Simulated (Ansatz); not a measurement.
The system is PbO2.

```
Pb O
1.0
     0.00000    2.70199    2.70199
     2.70199    0.00000    2.70199
     2.70199    2.70199    0.00000
Pb O
1 2
Direct
  0.00000 0.00000 0.00000
  0.75000 0.75000 0.75000
  0.25000 0.25000 0.25000
```

The cell comes from a database or a generator and needn't be the stable form of this composition.

* Program: Ansatz 0.2.0
* Task: relaxation of cell and atoms
* Functional: PBE0
* Potentials or basis: Ansatz PAW
* Cutoff: 420 eV (not typed: the program's choice for these potentials)
* k mesh: 6 × 6 × 6
* Occupations: fermi-dirac, width 0.05 eV
* Spin: no spin polarisation

At the start: volume 13.15 Å³/atom.

**Question.** How do energy, volume and symmetry change on relaxing?

**Answer.** It ends after 7 steps and the volume is 12.19 Å³/atom (-7.3 %); space group Fm-3m (No. 225, to 0.05 Å).

The path:
```
step  energy change (eV)  largest force (eV/Å)  volume (Å³)
   1              0.0000                0.0000        39.45
   2             -0.1026                0.0000        35.55
   3             -0.1177                0.0000        36.78
   4             -0.1186                0.0000        36.62
   5             -0.1134                0.0000        36.62
   6             -0.1137                0.0000        36.56
   7             -0.1135                0.0000        36.56
```

Final structure:
```xyz
3
Lattice="0.0000 2.6342 2.6342 2.6342 0.0000 2.6342 2.6342 2.6342 0.0000" Properties=species:S:1:pos:R:3 pbc="T T T"
Pb    0.0000    0.0000    0.0000
O     3.9513    3.9513    3.9513
O     1.3171    1.3171    1.3171
```

Caveat: the plane-wave basis is chosen anew once the cell has moved, so the energies of steps on either side of that aren't comparable; the pressure holds a Pulay correction of +0.5 GPa for the finite cutoff; the PAW data sets come from PBE, with cores solved anew for the run's functional, which leaves a small shift of forces and pressure.
